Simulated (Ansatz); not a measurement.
# TiO2: the cell at several levels of theory, part 2 of 3

Ansatz 0.2.0, plane waves. Earlier steps stand in the parts before.

## (3) Relaxation with r2SCAN

Start: the result of step 2.

Input file input.yaml:

```yaml
crystal:
  lattice:
    - [4.6432965252, 0.0, 0.0]
    - [0.0, 4.6432965252, 0.0]
    - [0.0, 0.0, 2.9638899083]
  atoms:
    - { symbol: Ti, position: [0.5, 0.5, 0.0] }
    - { symbol: Ti, position: [0.0, 0.0, 0.5] }
    - { symbol: O, position: [0.6948714095, 0.6948714095, 0.5] }
    - { symbol: O, position: [0.8051285905, 0.1948714095, 0.0] }
    - { symbol: O, position: [0.1948714095, 0.8051285905, 0.0] }
    - { symbol: O, position: [0.3051285905, 0.3051285905, 0.5] }
kpoints:
  mp_grid: { grid: [6, 6, 8] }
hamiltonian:
  xc: r2scan
scf:
  occupations: { method: fermi_dirac, width: 0.02 }
relax:
  f_tol: 0.005
  cell: {}
```

On the command line:

```console
$ ansatz run input.yaml --threads 4 --pin off --max-ram 6451MiB --backend cpu --events-out ev --progress --plain --runs-dir out
```

The log of the run:

```text
Warning: RAYON_NUM_THREADS=4 ignored (pool sized by the plan → 4); use --threads N
Engine: ansatz 0.2.0, aarch64-unknown-linux-gnu
Pseudopotentials: kind: paw
Pseudopotential: Ti, paw, valence charge 12, recommended cutoff 500 eV (meta_gga), Ti.paw.azcp
Pseudopotential: O, paw, valence charge 6, recommended cutoff 500 eV (meta_gga), O.paw.azcp
Functional definition: r2SCAN
  parameter k0 = 0.174
  parameter k1 = 0.065
  parameter a1 = 4.9479
  exchange = r2scan_x(k0 = k0, k1 = k1, a1 = a1)
  correlation = r2scan_c
Crystal: 6 atoms, lattice volume = 63.902 Å³
Basis set: ecut = 500 eV, 1623 PW (Γ), exchange–correlation on 144×144×96 points (64 copies of the dense FFT grid, shifted against one another)
Bands: 30, of which v1, the nominal top of the filled ones, is band 24 counted from 1 (23 counted from 0)
Symmetry: 16 space group operations
Space group: P42/mnm (ITA 136), of the structure as read, at distance tolerance 4.0e-5 Å
k-points: 50 of 288
Non-local potential: Ti, projectors of the file, l = 0: 3, l = 1: 2, l = 2: 3, l = 3: 1
Non-local potential: O, projectors of the file, l = 0: 2, l = 1: 2, l = 2: 1
PAW form: soft (Blöchl's): semilocal exchange-correlation on the pseudo side does not see the compensation charge
PAW frozen core: Ti, regenerated for the run's functional (the file was generated under x = pbe(κ = 0.804, μ = 0.2195149727645171), c = pbe(β = 0.06672455060314922))
PAW frozen core: O, regenerated for the run's functional (the file was generated under x = pbe(κ = 0.804, μ = 0.2195149727645171), c = pbe(β = 0.06672455060314922))
PAW one-centre angular grid: Ti, 590 points (default); XC on 160 Gauss nodes
PAW one-centre angular grid: O, 302 points (default); XC on 160 Gauss nodes
Initial density: superposition of atomic densities (neutral atoms: chi_scale 0, normalization atom), corrected by the library's trained network
Initial wavefunctions: pseudopotential atomic-orbital guess
Functional: x = r2scan, c = r2scan; τ floored in thin density (d = 2e-4 eV/Å³)
SCF iter   1: F=—  HF=-7292.547743 eV  |F-HF|=—  |Δ(HF+E_count)|=         —  Δρ=2.77e-2  dr2=5.78e-1  dr2_τ=3.71e-1  ethr=1.77e-3  ⟨swp⟩=5.9  Hψ=6165  notcnv=0
preconditioner: auto → Resta (q_TF=auto, 2.601 Å⁻¹)  ε∞=7.4  [insulator: Δε(μ)=2.704 eV  Ē_g=10.423 eV  σ=0.020 eV  W_gap=1.00  n_scr=18 (ndim 8)  ℏωp=26.3 eV  f_vac=0.024  D(μ)=0.00/eV (n_scr^D=0)  ε∞_Penn≈7.4]
SCF iter   2: F=—  HF=-7292.560575 eV  |F-HF|=—  |Δ(HF+E_count)|=   1.28e-2  Δρ=1.29e-2  dr2=5.44e-2  dr2_τ=3.09e-2  ethr=1.21e-3  ⟨swp⟩=3.0  Hψ=3286  notcnv=0  defer=78
SCF iter   3: F=—  HF=-7292.553504 eV  |F-HF|=—  |Δ(HF+E_count)|=   7.07e-3  Δρ=4.07e-3  dr2=6.59e-3  dr2_τ=5.50e-4  ethr=1.13e-4  ⟨swp⟩=2.0  Hψ=2440  notcnv=0  defer=28
automatic band count: iteration 3 solves 29 bands in place of 30: the levels show a gap, and the empty bands left out lie too high to hold charge; the band table lists the bands solved (type scf.n_extra_bands for more)
SCF iter   4: F=—  HF=-7292.553184 eV  |F-HF|=—  |Δ(HF+E_count)|=   3.20e-4  Δρ=1.21e-3  dr2=4.89e-4  dr2_τ=1.16e-4  ethr=1.37e-5  ⟨swp⟩=2.0  Hψ=2235  notcnv=0  defer=28
SCF iter   5: F=—  HF=-7292.553253 eV  |F-HF|=—  |Δ(HF+E_count)|=   6.88e-5  Δρ=1.94e-4  dr2=2.83e-5  dr2_τ=1.70e-6  ethr=1.02e-6  ⟨swp⟩=2.1  Hψ=2274  notcnv=0  defer=28
SCF iter   6: F=—  HF=-7292.553263 eV  |F-HF|=—  |Δ(HF+E_count)|=   1.03e-5  Δρ=5.27e-5  dr2=2.52e-6  dr2_τ=1.18e-7  ethr=5.89e-8  ⟨swp⟩=2.0  Hψ=2629  notcnv=0  defer=28
SCF iter   7: F=—  HF=-7292.553263 eV  |F-HF|=—  |Δ(HF+E_count)|=   3.37e-8  Δρ=2.28e-5  dr2=3.95e-7  dr2_τ=1.87e-8  ethr=5.26e-9  ⟨swp⟩=2.1  Hψ=2030  notcnv=0  defer=28
SCF iter   8: F=-7292.553263 eV  HF=-7292.553263 eV  |F-HF|=5.03e-9  |Δ(HF+E_count)|=   3.29e-8  Δρ=3.36e-6  dr2=8.37e-9  dr2_τ=1.01e-10  ethr=2.08e-10  ⟨swp⟩=4.5  Hψ=4756  notcnv=0
SCF 1 converged in 8 iterations: F = -7292.553263 eV  dr2 = 8.37e-9
relax step   1: F+E_penalty+E_count = -7292.55326295 eV  Δ(F+E_penalty+E_count) = +0.000e0 eV  max|allowed force component| = 3.935e-2 eV/Å  Δτ_max = 0.0000 Å  P = -5.207 GPa  Ω = 63.902 Å³  (8 SCF iters, dr2 threshold 1.00e-7 eV, accepted)
Crystal: 6 atoms, lattice volume = 62.822 Å³
Basis set: ecut = 500 eV, 1575 PW (Γ), exchange–correlation on 144×144×96 points (64 copies of the dense FFT grid, shifted against one another)
Initial density: handed on by an earlier stage of this run
Initial wavefunctions: those handed on with the density
iter 1 solved again at ethr=9.53e-6 eV; its pass at ethr=3.10e-3 eV (dr2=4.57e-3 eV) is discarded
SCF iter   1: F=—  HF=-7292.566888 eV  |F-HF|=—  |Δ(HF+E_count)|=         —  Δρ=3.03e-3  dr2=5.03e-3  dr2_τ=1.35e-2  ethr=9.53e-6  ⟨swp⟩=1.1  Hψ=8373  notcnv=0
automatic band count: iteration 1 solves 29 bands in place of 30: the levels show a gap, and the empty bands left out lie too high to hold charge; the band table lists the bands solved (type scf.n_extra_bands for more)
preconditioner: auto → Resta (q_TF=auto, 2.609 Å⁻¹)  ε∞=8.1  [insulator: Δε(μ)=2.251 eV  Ē_g=9.933 eV  σ=0.020 eV  W_gap=1.00  n_scr=18 (ndim 8)  ℏωp=26.5 eV  f_vac=0.017  D(μ)=0.00/eV (n_scr^D=0)  ε∞_Penn≈8.1]
SCF iter   2: F=—  HF=-7292.576537 eV  |F-HF|=—  |Δ(HF+E_count)|=   9.65e-3  Δρ=1.08e-3  dr2=7.76e-4  dr2_τ=1.88e-4  ethr=9.53e-6  ⟨swp⟩=2.0  Hψ=2500  notcnv=0
SCF iter   3: F=—  HF=-7292.576513 eV  |F-HF|=—  |Δ(HF+E_count)|=   2.43e-5  Δρ=5.95e-4  dr2=2.65e-4  dr2_τ=1.36e-5  ethr=1.62e-6  ⟨swp⟩=2.0  Hψ=2268  notcnv=0
SCF iter   4: F=—  HF=-7292.576489 eV  |F-HF|=—  |Δ(HF+E_count)|=   2.37e-5  Δρ=2.05e-4  dr2=2.55e-5  dr2_τ=1.74e-6  ethr=5.52e-7  ⟨swp⟩=2.0  Hψ=2237  notcnv=0
SCF iter   5: F=—  HF=-7292.576490 eV  |F-HF|=—  |Δ(HF+E_count)|=   1.13e-6  Δρ=7.76e-5  dr2=3.60e-6  dr2_τ=3.52e-7  ethr=5.30e-8  ⟨swp⟩=2.1  Hψ=2039  notcnv=0
SCF iter   6: F=-7292.576490 eV  HF=-7292.576490 eV  |F-HF|=1.25e-8  |Δ(HF+E_count)|=   1.80e-7  Δρ=1.17e-5  dr2=9.47e-8  dr2_τ=6.34e-9  ethr=1.25e-9  ⟨swp⟩=4.9  Hψ=4985  notcnv=0
SCF 2 converged in 6 iterations: F = -7292.576490 eV  dr2 = 9.47e-8
relax step   2: F+E_penalty+E_count = -7292.57649030 eV  Δ(F+E_penalty+E_count) = -2.323e-2 eV  max|allowed force component| = 3.712e-2 eV/Å  Δτ_max = 0.0008 Å  P = -1.336 GPa  Ω = 62.822 Å³  energy of the carried Pulay correction = +7.009e-4 eV  (6 SCF iters, dr2 threshold 6.00e-7 eV, accepted)
Crystal: 6 atoms, lattice volume = 62.405 Å³
Basis set: ecut = 500 eV, 1559 PW (Γ), exchange–correlation on 144×144×96 points (64 copies of the dense FFT grid, shifted against one another)
iter 1 solved again at ethr=1.71e-6 eV; its pass at ethr=3.10e-3 eV (dr2=8.21e-4 eV) is discarded
SCF iter   1: F=—  HF=-7292.577355 eV  |F-HF|=—  |Δ(HF+E_count)|=         —  Δρ=1.16e-3  dr2=7.22e-4  dr2_τ=3.50e-3  ethr=1.71e-6  ⟨swp⟩=2.0  Hψ=8081  notcnv=0
automatic band count: iteration 1 solves 29 bands in place of 30: the levels show a gap, and the empty bands left out lie too high to hold charge; the band table lists the bands solved (type scf.n_extra_bands for more)
preconditioner: auto → Resta (q_TF=auto, 2.612 Å⁻¹)  ε∞=8.1  [insulator: Δε(μ)=2.239 eV  Ē_g=9.957 eV  σ=0.020 eV  W_gap=1.00  n_scr=18 (ndim 8)  ℏωp=26.6 eV  f_vac=0.019  D(μ)=0.00/eV (n_scr^D=0)  ε∞_Penn≈8.1]
SCF iter   2: F=—  HF=-7292.578790 eV  |F-HF|=—  |Δ(HF+E_count)|=   1.43e-3  Δρ=4.38e-4  dr2=1.16e-4  dr2_τ=2.69e-5  ethr=1.50e-6  ⟨swp⟩=2.0  Hψ=2441  notcnv=0
SCF iter   3: F=—  HF=-7292.578788 eV  |F-HF|=—  |Δ(HF+E_count)|=   2.06e-6  Δρ=2.46e-4  dr2=3.85e-5  dr2_τ=2.42e-6  ethr=2.41e-7  ⟨swp⟩=2.1  Hψ=1867  notcnv=0
SCF iter   4: F=—  HF=-7292.578787 eV  |F-HF|=—  |Δ(HF+E_count)|=   6.37e-7  Δρ=7.47e-5  dr2=2.96e-6  dr2_τ=2.50e-7  ethr=8.03e-8  ⟨swp⟩=2.0  Hψ=2236  notcnv=0
SCF iter   5: F=-7292.578788 eV  HF=-7292.578788 eV  |F-HF|=1.97e-7  |Δ(HF+E_count)|=   5.33e-7  Δρ=2.52e-5  dr2=3.86e-7  dr2_τ=3.85e-8  ethr=1.25e-9  ⟨swp⟩=4.9  Hψ=4960  notcnv=0
SCF 3 converged in 5 iterations: F = -7292.578788 eV  dr2 = 3.86e-7
relax step   3: F+E_penalty+E_count = -7292.57878756 eV  Δ(F+E_penalty+E_count) = -2.297e-3 eV  max|allowed force component| = 1.779e-2 eV/Å  Δτ_max = 0.0030 Å  P = +0.154 GPa  Ω = 62.405 Å³  energy of the carried Pulay correction = +9.748e-4 eV  (5 SCF iters, dr2 threshold 6.00e-7 eV, accepted)
Crystal: 6 atoms, lattice volume = 62.410 Å³
iter 1 solved again at ethr=1.12e-7 eV; its pass at ethr=3.10e-3 eV (dr2=5.39e-5 eV) is discarded
SCF iter   1: F=—  HF=-7292.578944 eV  |F-HF|=—  |Δ(HF+E_count)|=         —  Δρ=3.02e-4  dr2=6.03e-5  dr2_τ=3.10e-4  ethr=1.12e-7  ⟨swp⟩=2.0  Hψ=7958  notcnv=0
automatic band count: iteration 1 solves 29 bands in place of 30: the levels show a gap, and the empty bands left out lie too high to hold charge; the band table lists the bands solved (type scf.n_extra_bands for more)
preconditioner: auto → Resta (q_TF=auto, 2.611 Å⁻¹)  ε∞=8.1  [insulator: Δε(μ)=2.223 eV  Ē_g=9.945 eV  σ=0.020 eV  W_gap=1.00  n_scr=18 (ndim 8)  ℏωp=26.6 eV  f_vac=0.019  D(μ)=0.00/eV (n_scr^D=0)  ε∞_Penn≈8.1]
SCF iter   2: F=—  HF=-7292.578959 eV  |F-HF|=—  |Δ(HF+E_count)|=   1.47e-5  Δρ=1.76e-4  dr2=1.91e-5  dr2_τ=9.55e-7  ethr=1.12e-7  ⟨swp⟩=2.8  Hψ=2774  notcnv=0
SCF iter   3: F=—  HF=-7292.578955 eV  |F-HF|=—  |Δ(HF+E_count)|=   3.99e-6  Δρ=1.40e-4  dr2=1.19e-5  dr2_τ=1.62e-6  ethr=3.97e-8  ⟨swp⟩=2.0  Hψ=2250  notcnv=0
SCF iter   4: F=-7292.578953 eV  HF=-7292.578953 eV  |F-HF|=1.24e-7  |Δ(HF+E_count)|=   1.99e-6  Δρ=3.11e-5  dr2=2.58e-7  dr2_τ=2.76e-8  ethr=1.25e-9  ⟨swp⟩=3.1  Hψ=5802  notcnv=0
SCF 4 converged in 4 iterations: F = -7292.578953 eV  dr2 = 2.58e-7
relax step   4: F+E_penalty+E_count = -7292.57895334 eV  Δ(F+E_penalty+E_count) = -1.658e-4 eV  max|allowed force component| = 1.870e-4 eV/Å  Δτ_max = 0.0011 Å  P = +0.026 GPa  Ω = 62.410 Å³  energy of the carried Pulay correction = +9.712e-4 eV  (4 SCF iters, dr2 threshold 6.00e-7 eV, accepted)
iter 1 solved again at ethr=6.17e-9 eV; its pass at ethr=3.10e-3 eV (dr2=2.96e-6 eV) is discarded
SCF iter   1: F=—  HF=-7292.578970 eV  |F-HF|=—  |Δ(HF+E_count)|=         —  Δρ=7.33e-5  dr2=3.25e-6  dr2_τ=1.45e-5  ethr=6.17e-9  ⟨swp⟩=3.0  Hψ=8274  notcnv=0
automatic band count: iteration 1 solves 29 bands in place of 30: the levels show a gap, and the empty bands left out lie too high to hold charge; the band table lists the bands solved (type scf.n_extra_bands for more)
preconditioner: auto → Resta (q_TF=auto, 2.611 Å⁻¹)  ε∞=8.2  [insulator: Δε(μ)=2.222 eV  Ē_g=9.942 eV  σ=0.020 eV  W_gap=1.00  n_scr=18 (ndim 8)  ℏωp=26.6 eV  f_vac=0.019  D(μ)=0.00/eV (n_scr^D=0)  ε∞_Penn≈8.2]
SCF iter   2: F=—  HF=-7292.578973 eV  |F-HF|=—  |Δ(HF+E_count)|=   3.77e-6  Δρ=4.05e-5  dr2=8.59e-7  dr2_τ=1.03e-7  ethr=6.17e-9  ⟨swp⟩=2.3  Hψ=2427  notcnv=0
SCF iter   3: F=—  HF=-7292.578973 eV  |F-HF|=—  |Δ(HF+E_count)|=   4.65e-9  Δρ=2.22e-5  dr2=3.24e-7  dr2_τ=2.33e-8  ethr=1.79e-9  ⟨swp⟩=2.3  Hψ=2082  notcnv=0
SCF iter   4: F=-7292.578973 eV  HF=-7292.578973 eV  |F-HF|=6.87e-9  |Δ(HF+E_count)|=   1.50e-8  Δρ=5.29e-6  dr2=1.17e-8  dr2_τ=1.16e-9  ethr=1.59e-10  ⟨swp⟩=2.6  Hψ=5513  notcnv=0
SCF 5 converged in 4 iterations: F = -7292.578973 eV  dr2 = 1.17e-8
relax step   5: F+E_penalty+E_count = -7292.57897350 eV  Δ(F+E_penalty+E_count) = -2.016e-5 eV  max|allowed force component| = 3.034e-3 eV/Å  Δτ_max = 0.0002 Å  P = +0.005 GPa  Ω = 62.410 Å³  energy of the carried Pulay correction = +9.711e-4 eV  (4 SCF iters, dr2 threshold 7.65e-8 eV, accepted)
Initial wavefunctions: pseudopotential atomic-orbital guess (no wavefunctions were taken with the density)
iter 1 solved again at ethr=1.17e-8 eV; its pass at ethr=3.10e-3 eV (dr2=5.61e-6 eV) is discarded
SCF iter   1: F=—  HF=-7292.577927 eV  |F-HF|=—  |Δ(HF+E_count)|=         —  Δρ=8.50e-5  dr2=4.37e-7  dr2_τ=2.41e-6  ethr=1.17e-8  ⟨swp⟩=3.0  Hψ=10130  notcnv=0
preconditioner: auto → Resta (q_TF=auto, 2.611 Å⁻¹)  ε∞=7.9  [insulator: Δε(μ)=2.221 eV  Ē_g=10.103 eV  σ=0.020 eV  W_gap=1.00  n_scr=18 (ndim 8)  ℏωp=26.6 eV  f_vac=0.020  D(μ)=0.00/eV (n_scr^D=0)  ε∞_Penn≈7.9]
SCF iter   2: F=—  HF=-7292.577924 eV  |F-HF|=—  |Δ(HF+E_count)|=   2.74e-6  Δρ=4.48e-5  dr2=1.28e-7  dr2_τ=1.64e-7  ethr=9.11e-10  ⟨swp⟩=2.2  Hψ=2314  notcnv=0
SCF iter   3: F=—  HF=-7292.577924 eV  |F-HF|=—  |Δ(HF+E_count)|=   2.55e-7  Δρ=6.22e-6  dr2=1.83e-8  dr2_τ=3.36e-9  ethr=2.67e-10  ⟨swp⟩=2.4  Hψ=2606  notcnv=0
SCF iter   4: F=—  HF=-7292.577924 eV  |F-HF|=—  |Δ(HF+E_count)|=   1.51e-9  Δρ=1.54e-6  dr2=1.40e-9  dr2_τ=2.06e-10  ethr=3.81e-11  ⟨swp⟩=2.1  Hψ=2129  notcnv=0
SCF iter   5: F=—  HF=-7292.577924 eV  |F-HF|=—  |Δ(HF+E_count)|=  2.96e-10  Δρ=5.54e-7  dr2=2.47e-10  dr2_τ=7.53e-12  ethr=2.93e-12  ⟨swp⟩=2.6  Hψ=2422  notcnv=0
SCF iter   6: F=-7292.577924 eV  HF=-7292.577924 eV  |F-HF|=4.55e-12  |Δ(HF+E_count)|=  8.73e-11  Δρ=1.18e-7  dr2=1.17e-11  dr2_τ=7.65e-13  ethr=1.00e-12  ⟨swp⟩=4.5  Hψ=4945  notcnv=0
SCF 6 converged in 6 iterations: F = -7292.577924 eV  dr2 = 1.17e-11
relax step   6: F+E_penalty+E_count = -7292.57792436 eV  Δ(F+E_penalty+E_count) = +1.049e-3 eV  max|allowed force component| = 3.113e-3 eV/Å  Δτ_max = 0.0000 Å  P = +0.017 GPa  Ω = 62.410 Å³  stress off target by 3.65e-2 GPa  SCF on the basis re-selected at this cell (its energy is not comparable with the rows above)  (6 SCF iters)
basis re-selected at this cell: Δ(F+E_penalty+E_count) = +1.049e-3 eV, ΔP = +0.012 GPa vs the last step (what re-selecting the basis moved, of the pressure what is left beyond the Pulay correction that the steps carried, after the strain that the cell walked since its last selection, with what the two solves' SCF thresholds leave and, on support functions, any second-order correction that the steps lacked; it is no measure of the basis error at this ecutwfc). This SCF's stress stands 3.65e-2 GPa from its target on what of the cell is left free (relax.cell.stress_tol is 5.00e-2 GPa) and its largest allowed force component is 3.11e-3 eV/Å (relax.f_tol is 5.00e-3 eV/Å): within both
SCF converged after 6 iterations
Free energy (F): -7292.577924 eV
Harris-Foulkes:  -7292.577924 eV  (|F-HF|=4.55e-12)
Internal energy: -7292.577924 eV  (E = F + TS)
E sigma→0 (E₀):  -7292.577924 eV
Fermi energy:    9.912381 eV
--- Per-component energies (eV) ---
  E_band       = -440.814397
  E_kinetic    = 1251.144891
  E_local      = -3079.131985  (includes V_loc(G=0)·N_el)
  E_nonlocal   = 191.765546
  E_hartree    = 1170.444028
  E_xc         = -482.938897
  E_vxc        = -693.271425  (∫ρ·V_xc dr)
  E_paw        = -2747.308332  (= ΣΔE_a)
  E_vpaw       = -497.809138  (= ΣTr[D̂ρ^β])
  E_aug_tail   = 0.004759  (compensation charges beyond the density's cutoff)
  E_vtau       = 45.594812  (kinetic-family band-sum trace: ∫τ·v_τ [+ j·A + Jᵃ·Aᵃ] dr)
  E_ewald      = -3595.923256
  E_core_change = -0.634678  (= ΣΔE_core)
  E_smearing   = -0.000000  (= −TS)
  E_closure    = -0.000000  (closes the sum)
  Σ components = -7292.577924   (vs F -7292.577924, Δ=0.00e0)
--- Forces (eV/Å), atoms counted from 1 ---
  atom   1  Ti     0.00000000    -0.00000000    -0.00000000
  atom   2  Ti     0.00000000    -0.00000000     0.00000000
  atom   3  O      0.00311297     0.00311297     0.00000000
  atom   4  O     -0.00311297     0.00311297    -0.00000000
  atom   5  O      0.00311297    -0.00311297     0.00000000
  atom   6  O     -0.00311297    -0.00311297    -0.00000000
  max |Σ_I F_I| component: 2.60e-18 eV/Å
--- Stress (GPa, compression-positive) ---
        0.007717      -0.000000       0.000000
       -0.000000       0.007717       0.000000
        0.000000       0.000000       0.036532
  P = ⅓ Tr σ = 0.0173 GPa (0.173 kbar)
--- Relaxed structure (5 steps of the walk, 5 accepted, 1 SCFs on fresh bases) ---
  F+E_penalty+E_count = -7292.57792436 eV   max|allowed force component| = 3.113e-3 eV/Å   (the final SCF, on the basis selected at the relaxed cell)
  cell:  # Å, volume = 62.4104 Å³
    - [4.596845231184536, -2.1669072275504427e-34, -4.473617906595791e-34]
    - [-1.6077053623761349e-34, 4.596845231184536, -7.689025646146731e-35]
    - [-2.855581602958342e-34, -4.908027172848406e-35, 2.9535027930170163]
  atoms:
    - { symbol: Ti, position: [0.5, 0.5, 3.6549957341220226e-35] }
    - { symbol: Ti, position: [1.5566558034811758e-20, 1.5566558034811888e-20, 0.4999999999999999] }
    - { symbol: O, position: [0.6953570144153081, 0.6953570144153081, 0.4999999999999999] }
    - { symbol: O, position: [0.8046429855846919, 0.19535701441530792, -3.2492511490885185e-35] }
    - { symbol: O, position: [0.19535701441530792, 0.8046429855846919, -1.6247568019889948e-35] }
    - { symbol: O, position: [0.3046429855846921, 0.3046429855846921, 0.4999999999999999] }
```

It took 15 s on 4 threads of Arm Neoverse V2, shared host; peak memory 0.56 GiB.

Step by step:

| step | energy change (meV/atom) | largest force (eV/Å) | pressure (GPa) | volume (Å³/atom) |
| --- | --- | --- | --- | --- |
| 1 | 0.0 | 0.0394 | -5.21 | 10.650 |
| 2 | -3.9 | 0.0371 | -1.34 | 10.470 |
| 3 | -4.3 | 0.0178 | 0.15 | 10.401 |
| 4 | -4.3 | 0.0002 | 0.03 | 10.402 |
| 5 | -4.3 | 0.0030 | 0.01 | 10.402 |
| 6 | -4.1 | 0.0031 | 0.02 | 10.402 |

Step 6 solves the same cell on a plane-wave basis chosen anew, so the energy can jump there without a move.

The table lists every geometry solved, with passes on a fresh basis, whose energies don't compare exactly with the rows above.

|  | before | after | change |
| --- | --- | --- | --- |
| a (Å) | 4.643 | 4.597 | -1.00 % |
| c (Å) | 2.964 | 2.954 | -0.35 % |
| volume (Å³/atom) | 10.650 | 10.402 | -2.33 % |
| shortest distance (Å) | 1.958 | 1.948 | -0.52 % |
| space group | P4_2/mnm | P4_2/mnm | same |

[end of part 2 of 3]
